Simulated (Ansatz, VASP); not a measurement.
# Two plane-wave programs on H6Os

```
CELL_PARAMETERS angstrom
3.83813 0.00000 0.00000
0.00000 3.83813 0.00000
0.00000 0.00000 2.56212
ATOMIC_POSITIONS crystal
H 0.31977 0.31977 0.50000
H 0.68023 0.68023 0.50000
H 0.68023 0.31977 0.50000
H 0.31977 0.68023 0.50000
H 0.00000 0.50000 0.00000
H 0.50000 0.00000 0.00000
Os 0.00000 0.00000 0.50000
```

Alike in both runs: functional PBE; k mesh 4 × 4 × 6; occupations gaussian, width 0.1 eV; no spin polarisation.

Ansatz relaxed the structure, and its values are those at the end. VASP's run is a single point on that final structure, the one shown.

|  | VASP | Ansatz |
| --- | --- | --- |
| version | VASP 6.6.1 | Ansatz 0.2.0 |
| potentials or method | VASP PAW PBE potentials, release 64 (H, Os) | scalar-relativistic, plane waves, PAW |
| plane-wave cutoff (eV) | 520 | 420 |
| valence electrons in the cell | 14 | 22 |

Ansatz gave:

- gap on the k mesh at the Fermi level (eV): none
- pressure (GPa): 0.2
- rms of the force components (eV/Å): 0.002

Q: What did VASP give for the same quantities?

A: gap on the k mesh at the Fermi level (eV): none; pressure (GPa): 0.3; rms of the force components (eV/Å): 0.017.

A gap of «none» marks a metal or a gap that the smearing closes. The two sets of potentials don't hold the same shells in valence.

Caveats: the k mesh is coarse (spacing up to 0.41 Å⁻¹), so the values aren't converged. Spin-orbit coupling is left out, which matters for the levels of Os.
